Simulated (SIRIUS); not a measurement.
**Ga: equation of state with PBE**

Crystal: Ga.

```
CELL_PARAMETERS angstrom
-1.38440 1.38440 2.31122
1.38440 -1.38440 2.31122
1.38440 1.38440 -2.31122
ATOMIC_POSITIONS crystal
Ga 0.00000 0.00000 0.00000
```

This isn't the form of Ga at room conditions, which is orthorhombic.

```json
{
 "Program": "SIRIUS 7.12.0",
 "Task": "equation of state",
 "Functional": "PBE",
 "Potentials or basis": "all-electron FP-LAPW",
 "Cutoff": "167 eV",
 "Basis": "apw+lo standard",
 "k mesh": "13 × 13 × 13",
 "Occupations": "fermi-dirac, width 0.05 eV",
 "Spin": "no spin polarisation",
 "Muffin tin radii": "Ga 2.4 bohr",
 "Basis cutoff (gk_cutoff)": "3.5 1/bohr",
 "Cutoff of density and potential (pw_cutoff)": "20 1/bohr",
 "lmax of the basis": "10",
 "lmax of density and potential": "8",
 "Valence relativity": "iora",
 "Core states": "Ga 1s2s2p",
 "Local orbitals (radial functions)": "Ga 14",
 "Smallest sphere radius times basis cutoff": "8.4"
}
```

- Equilibrium volume: 18.79 Å³/atom (rough: see the caveat)
- Bulk modulus at fixed shape and positions: 50 GPa (rough)

Energy against volume, from the lowest point:
```tsv
volume (Å³/atom)	energy (meV/atom)
16.655	48.69
17.010	32.49
17.364	20.04
17.718	10.80
18.073	4.67
18.427	1.24
18.781	0.00
```

All runs of the series together: 2.9 min on 1 thread of Arm Neoverse V2, with other jobs on the host.

Caveat: the minimum lies outside the volumes run; the cell was scaled at fixed shape and fractional positions, which overstates the stiffness of a crystal with free parameters, most of all of layers and chains.
